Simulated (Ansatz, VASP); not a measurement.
**SiNi: VASP beside Ansatz**

One calculation is typed for both programs; each brings its own data sets. How far apart do they land? The structure shown comes from an earlier Ansatz run, which isn't shown and may have moved the atoms alone.

Program: Ansatz 0.2.0. Level of theory: plane waves, with VASP 6.6.1 beside it; elastic constants at PBEsol. Results are calculated unless marked as measured.

## Step 1: The structure

Symmetry: P2_13, No. 198, cubic system. Conventional cell: a = 4.468 Å, b = 4.468 Å, c = 4.468 Å, α = 90.00°, β = 90.00°, γ = 90.00°. Si has 7 Ni at 2.34 to 2.42 Å nearest. Nearest to Ni lie 7 Si at 2.34 to 2.42 Å. Farther neighbours are not listed.

## Step 2: Ansatz: elastic constants, PBEsol

Ansatz runs on its default PAW (the set named soft_2) files.

Elastic constants are differences of stresses under small strains, so they test the stress and the mesh.

Contents of input.yaml:

```yaml
crystal:
  lattice:
    - [4.4684547471, 0.0, 0.0]
    - [0.0, 4.4684547471, 0.0]
    - [0.0, 0.0, 4.4684547471]
  atoms:
    - { symbol: Si, position: [0.6535346754, 0.1535346754, 0.3464653246] }
    - { symbol: Si, position: [0.1535346754, 0.3464653246, 0.6535346754] }
    - { symbol: Si, position: [0.3464653246, 0.6535346754, 0.1535346754] }
    - { symbol: Si, position: [0.8464653246, 0.8464653246, 0.8464653246] }
    - { symbol: Ni, position: [0.3508596633, 0.8508596633, 0.6491403367] }
    - { symbol: Ni, position: [0.8508596633, 0.6491403367, 0.3508596633] }
    - { symbol: Ni, position: [0.6491403367, 0.3508596633, 0.8508596633] }
    - { symbol: Ni, position: [0.1491403367, 0.1491403367, 0.1491403367] }
kpoints:
  mp_grid: { grid: [4, 4, 4] }
hamiltonian:
  xc: pbesol
scf:
  occupations: { method: methfessel_paxton, width: 0.25 }
output:
  forces: true
  stress: true
  eigenvalues: true
elastic:
  mode: relaxed_ion
  stencil: two_point
  amplitude: 0.01
```

Launch:

```sh
$ ansatz run input.yaml --threads 8 --pin off --max-ram 16384MiB --backend cpu --events-out ev --progress --plain --runs-dir out
```

Numbers of over 12 decimals in the logs are rounded to 6 here.

What it wrote:

```text
Engine: ansatz 0.2.0, x86_64-unknown-linux-gnu
Pseudopotentials: kind: paw
Pseudopotential: Si, paw, valence charge 4, recommended cutoff 420 eV (normal), Si.paw.azcp
Pseudopotential: Ni, paw, valence charge 18, recommended cutoff 420 eV (normal), Ni.paw.azcp
Functional definition: PBEsol
  exchange = pbesol_x
  correlation = pbesol_c
Crystal: 8 atoms, lattice volume = 89.222 Å³
Basis set: ecut = 420 eV, 1743 PW (Γ), exchange–correlation on 64×64×64 points (8 copies of the dense FFT grid, shifted against one another)
Bands: 53, of which v1, the nominal top of the filled ones, is band 44 counted from 1 (43 counted from 0)
Symmetry: 12 space group operations
Space group: P213 (ITA 198), of the structure as read, at distance tolerance 4.5e-5 Å
k-points: 11 of 64 (time reversal used)
Non-local potential: Si, projectors of the file, l = 0: 2, l = 1: 2, l = 2: 2
Non-local potential: Ni, projectors of the file, l = 0: 3, l = 1: 2, l = 2: 3, l = 3: 1
PAW form: soft (Blöchl's): semilocal exchange-correlation on the pseudo side does not see the compensation charge
PAW frozen core: Si, regenerated for the run's functional, and the local potential with it (the file was generated under x = pbe(κ = 0.804, μ = 0.219515), c = pbe(β = 0.066725))
PAW frozen core: Ni, regenerated for the run's functional, and the local potential with it (the file was generated under x = pbe(κ = 0.804, μ = 0.219515), c = pbe(β = 0.066725))
PAW one-centre angular grid: Si, 110 points (default); XC on 64 Gauss nodes
PAW one-centre angular grid: Ni, 590 points (default); XC on 64 Gauss nodes
Initial density: superposition of atomic densities (neutral atoms: chi_scale 0, normalization atom), corrected by the library's trained network
Initial wavefunctions: pseudopotential atomic-orbital guess
Functional: x = pbesol(κ = 0.804, μ = 0.123457), c = pbesol(β = 0.046)
SCF iter   1: F=—  HF=-25709.852569 eV  |F-HF|=—  |Δ(HF+E_count)|=         —  Δρ=1.95e-2  dr2=1.93e-1  ethr=1.77e-3  ⟨swp⟩=6.8  Hψ=2253  notcnv=0
preconditioner: auto → Kerker (q_TF=auto, 2.722 Å⁻¹)  [metal: Δε(μ)=0.024 eV  Ē_g=7.238 eV  σ=0.250 eV  W_gap=0.08  n_scr=26 (ndim 8)  ℏωp=29.4 eV  f_vac=0.000  D(μ)=4.01/eV (n_scr^D=32)]
SCF iter   2: F=—  HF=-25709.823374 eV  |F-HF|=—  |Δ(HF+E_count)|=   2.92e-2  S|Δr|=    0.00e0  Δρ=4.87e-3  dr2=1.32e-2  ethr=2.19e-4  ⟨swp⟩=2.6  Hψ=1098  notcnv=0
SCF iter   3: F=—  HF=-25709.821606 eV  |F-HF|=—  |Δ(HF+E_count)|=   1.77e-3  S|Δr|=    0.00e0  Δρ=1.47e-3  dr2=1.39e-3  ethr=1.50e-5  ⟨swp⟩=1.1  Hψ=566  notcnv=0
SCF iter   4: F=—  HF=-25709.821303 eV  |F-HF|=—  |Δ(HF+E_count)|=   3.04e-4  S|Δr|=    0.00e0  Δρ=2.49e-4  dr2=3.01e-5  ethr=1.57e-6  ⟨swp⟩=2.0  Hψ=801  notcnv=0
SCF iter   5: F=—  HF=-25709.821232 eV  |F-HF|=—  |Δ(HF+E_count)|=   7.05e-5  S|Δr|=    0.00e0  Δρ=5.14e-5  dr2=1.62e-6  ethr=3.42e-8  ⟨swp⟩=2.0  Hψ=987  notcnv=0
SCF iter   6: F=—  HF=-25709.821213 eV  |F-HF|=—  |Δ(HF+E_count)|=   1.93e-5  S|Δr|=    0.00e0  Δρ=1.67e-5  dr2=1.88e-7  ethr=1.84e-9  ⟨swp⟩=2.0  Hψ=903  notcnv=0
SCF iter   7: F=—  HF=-25709.821213 eV  |F-HF|=—  |Δ(HF+E_count)|=   3.72e-8  S|Δr|=    0.00e0  Δρ=2.59e-6  dr2=3.75e-9  ethr=2.13e-10  ⟨swp⟩=2.9  Hψ=1023  notcnv=0
SCF iter   8: F=—  HF=-25709.821213 eV  |F-HF|=—  |Δ(HF+E_count)|=   1.58e-9  S|Δr|=    0.00e0  Δρ=6.94e-7  dr2=2.74e-10  ethr=4.27e-12  ⟨swp⟩=2.0  Hψ=1011  notcnv=0
SCF iter   9: F=—  HF=-25709.821213 eV  |F-HF|=—  |Δ(HF+E_count)|=  4.37e-11  S|Δr|=    0.00e0  Δρ=1.49e-7  dr2=1.41e-11  ethr=3.12e-13 (applied; sched 1.00e-12)  ⟨swp⟩=2.4  Hψ=901  notcnv=0  defer=17
SCF iter  10: F=—  HF=-25709.821213 eV  |F-HF|=—  |Δ(HF+E_count)|=  7.28e-12  S|Δr|=    0.00e0  Δρ=3.35e-8  dr2=5.15e-13  ethr=1.61e-14 (applied; sched 1.00e-12)  ⟨swp⟩=2.4  Hψ=1014  notcnv=0  defer=18
[...]
SCF 1 converged in 11 iterations: F = -25709.821213 eV  dr2 = 2.32e-14
  greatest PAW one-centre occupation: 1.001 electrons in one spin orbital (limit 2), on the Ni atom at site 7 (counted from 0), in its partial waves of l = 1
relax step   1: F+E_penalty+E_count = -25709.82121300 eV  Δ(F+E_penalty+E_count) = +0.000e0 eV  max|allowed force component| = 8.788e-4 eV/Å  Δτ_max = 0.0000 Å  (11 SCF iters, accepted)
Initial density: handed on by an earlier stage of this run
Initial wavefunctions: pseudopotential atomic-orbital guess (no wavefunctions were taken with the density)
[...]
SCF 30 converged in 9 iterations: F = -25709.819528 eV  dr2 = 4.33e-14
relax step   5: F+E_penalty+E_count = -25709.81952820 eV  Δ(F+E_penalty+E_count) = -4.948e-7 eV  max|allowed force component| = 4.697e-5 eV/Å  Δτ_max = 0.0003 Å  (9 SCF iters, accepted)
iter 1 solved again at ethr=1.00e-12 eV; its pass at ethr=3.10e-3 eV (dr2=5.81e-10 eV) is discarded
SCF iter   1: F=—  HF=-25709.819628 eV  |F-HF|=—  |Δ(HF+E_count)|=         —  Δρ=1.28e-6  dr2=6.78e-10  ethr=1.00e-12  ⟨swp⟩=3.0  Hψ=6765  notcnv=0
SCF iter   2: F=—  HF=-25709.819528 eV  |F-HF|=—  |Δ(HF+E_count)|=   9.96e-5  S|Δr|=    0.00e0  Δρ=5.77e-7  dr2=1.20e-10  ethr=7.71e-13 (applied; sched 1.00e-12)  ⟨swp⟩=3.1  Hψ=3770  notcnv=0
[...]
SCF iter   7: F=—  HF=-25709.819528 eV  |F-HF|=—  |Δ(HF+E_count)|=    0.00e0  S|Δr|=    0.00e0  Δρ=1.21e-7  dr2=6.09e-12  ethr=9.43e-15 (applied; sched 1.00e-12)  ⟨swp⟩=1.0  Hψ=1590  notcnv=0
SCF iter   8: F=—  HF=-25709.819528 eV  |F-HF|=—  |Δ(HF+E_count)|=  1.09e-11  S|Δr|=    0.00e0  Δρ=4.52e-8  dr2=8.42e-13  ethr=6.92e-15 (applied; sched 1.00e-12)  ⟨swp⟩=1.0  Hψ=1590  notcnv=0
SCF iter   9: F=-25709.819528 eV  HF=-25709.819528 eV  |F-HF|=7.28e-12  |Δ(HF+E_count)|=    0.00e0  S|Δr|=    0.00e0  Δρ=1.32e-8  dr2=7.67e-14  ethr=1.00e-12  ⟨swp⟩=3.0  Hψ=5517  notcnv=0
SCF 31 converged in 9 iterations: F = -25709.819528 eV  dr2 = 7.67e-14
SCF converged after 10 iterations
Stability not checked: this state was not tested for a lower state beside it, because cold or Methfessel-Paxton smearing, or corrected tetrahedra, fill the levels in a way that the test cannot read (fill_not_monotonic; see scf.lower_state_search)
Free energy (F): -25709.821214 eV
Harris-Foulkes:  -25709.821214 eV  (|F-HF|=1.46e-11)
Internal energy: -25709.803231 eV  (E = F + TS)
E sigma→0 (E₀):  -25709.816718 eV
Entropy (-TS):   -0.017982 eV (-2.248 meV/atom)
Fermi energy:    16.920627 eV
--- Per-component energies (eV) ---
  E_band       = -1155.505656
  E_kinetic    = 1321.133082
  E_local      = -17194.120751  (includes V_loc(G=0)·N_el)
  E_nonlocal   = 2651.434325
  E_hartree    = 7412.434914
  E_xc         = -568.773168
  E_vxc        = -640.787784  (∫ρ·V_xc dr)
  E_paw        = -8382.773749  (= ΣΔE_a)
  E_vpaw       = -2118.036488  (= ΣTr[D̂ρ^β])
  E_aug_tail   = 0.002133  (compensation charges beyond the density's cutoff)
  E_ewald      = -10950.055415
  E_core_change = 0.915398  (= ΣΔE_core)
  E_smearing   = -0.017982  (= −TS)
  E_closure    = 0.000000  (closes the sum)
  Σ components = -25709.821214   (vs F -25709.821214, Δ=0.00e0)
--- Forces (eV/Å), atoms counted from 1 ---
  atom   1  Si    -0.00000010    -0.00000010     0.00000010
  atom   2  Si    -0.00000010     0.00000010    -0.00000010
  atom   3  Si     0.00000010    -0.00000010    -0.00000010
  atom   4  Si     0.00000010     0.00000010     0.00000010
  atom   5  Ni    -0.00000004    -0.00000004     0.00000004
  atom   6  Ni    -0.00000004     0.00000004    -0.00000004
  atom   7  Ni     0.00000004    -0.00000004    -0.00000004
  atom   8  Ni     0.00000004     0.00000004     0.00000004
  max |Σ_I F_I| component: 7.40e-17 eV/Å
--- Stress (GPa, compression-positive) ---
        0.005244       0.000000       0.000000
        0.000000       0.005244       0.000000
        0.000000       0.000000       0.005244
  P = ⅓ Tr σ = 0.0052 GPa (0.052 kbar)
--- Band table (eV; the first three rows and the last of 11) ---
  k-point 0: bands = [... 40 lower, 15.1846, 15.1846, 15.1846, 17.8837, 17.8837, 17.8837, 18.2407, 18.2407, ... 5 higher]
  k-point 1: bands = [... 40 lower, 14.9664, 15.0284, 16.0393, 16.9050, 16.9316, 17.0916, 17.6394, 18.9156, ... 5 higher]
  k-point 2: bands = [... 40 lower, 14.7907, 14.7907, 16.2096, 16.2096, 16.6585, 16.6585, 19.6426, 19.6426, ... 5 higher]
  k-point 10: bands = [... 40 lower, 15.0165, 15.0165, 15.0165, 15.0165, 21.1147, 21.1147, 21.1147, 21.1147, ... 5 higher]
--- Elastic constants: 2 strain directions × 2 members + reference (group order 12) ---
  dense FFT box of the reference and of every strained cell: 32×32×32
  strains applied: 11, 23; error gains: componentwise 1.00 (the most a stress slope's error grows in a printed constant), spectral 1.73 (1 for all six strains in a standard setting)
  reference relaxed by the batch: 4 steps; max|allowed force component| 8.79e-4 eV/Å at the deck's positions, 1.10e-7 at the last accepted step, 1.01e-7 by the solve of record
  largest displacement 1.4e-4 Å; the constants are those of the deck's cell at these positions:
  atoms:
    - { symbol: Si, position: [0.653552, 0.153552, 0.346448] }
    - { symbol: Si, position: [0.153552, 0.346448, 0.653552] }
    - { symbol: Si, position: [0.346448, 0.653552, 0.153552] }
    - { symbol: Si, position: [0.846448, 0.846448, 0.846448] }
    - { symbol: Ni, position: [0.350842, 0.850842, 0.649158] }
    - { symbol: Ni, position: [0.850842, 0.649158, 0.350842] }
    - { symbol: Ni, position: [0.649158, 0.350842, 0.850842] }
    - { symbol: Ni, position: [0.149158, 0.149158, 0.149158] }
  C = ∂σ_k/∂η_j (tension-positive GPa; Voigt order 11 22 33 23 13 12):
       205.706    192.895    192.337      0.000      0.000     -0.000
       192.337    205.706    192.895      0.000      0.000     -0.000
       192.895    192.337    205.706      0.000      0.000     -0.000
        -0.000     -0.000      0.000     61.297      0.000      0.000
        -0.000      0.000      0.000      0.000     61.297      0.000
         0.000     -0.000     -0.000      0.000      0.000     61.297
  reference stress σ⁰ (GPa):     -0.005     -0.005     -0.005     -0.000     -0.000     -0.000
  C* (energy form; C + prestress term) asymmetry max|C*_kj − C*_jk| = 5.585e-1 GPa — a small one proves nothing (zero by symmetry where the batch's group is 432, −43m or m−3m); a large one is finite-difference/SCF noise where every solve meets its electron count
  moduli (Voigt/Reuss/Hill, GPa): K = 196.98/196.98/196.98   G = 39.40/14.10/26.75   E = 76.77   ν = 0.435
  mechanically stable: yes (min eigenvalue of sym C = 13.09 GPa)
  strain η (Voigt 11):  stress-route row diagonal C_11 = 205.71 GPa, energy-path curvature d²(F+E_count+ΔE)/dδ²/Ω₀ = 203.70 GPa
         δ    σ_11 (GPa)             F (eV)   n_scf  n_hpsi   n_pw
    -1.000e-2      -2.1742      -25709.8153229       9   23466   1747   relax 6 steps, max|allowed force component| 3.89e-6 eV/Å
     1.000e-2       1.9400      -25709.8157792       9   23865   1775   relax 5 steps, max|allowed force component| 1.98e-5 eV/Å
  strain η (Voigt 23):  stress-route row diagonal C_44 = 61.30 GPa, energy-path curvature d²(F+E_count+ΔE)/dδ²/Ω₀ = 61.41 GPa
         δ    σ_23 (GPa)             F (eV)   n_scf  n_hpsi   n_pw
    -1.000e-2      -0.6130      -25709.8195282      10   27114   1759   relax 6 steps, max|allowed force component| 9.85e-6 eV/Å
     1.000e-2       0.6130      -25709.8195282       9   25974   1759   relax 5 steps, max|allowed force component| 4.70e-5 eV/Å
```

(Continued in part 2 of 2.)

[Lines on the potential files, build, host, timing and source positions are cut from VASP's logs without a mark.]

[Logs are printed without paths, hosts, clocks, repeated set-up lines and the standing remarks that a program may print on its own settings, such as how far it seeks lower states.]

[Hosts, paths, dates, database ids (printed as entryN), source tags and the programs' standing remarks are cut or masked in the printed files.]
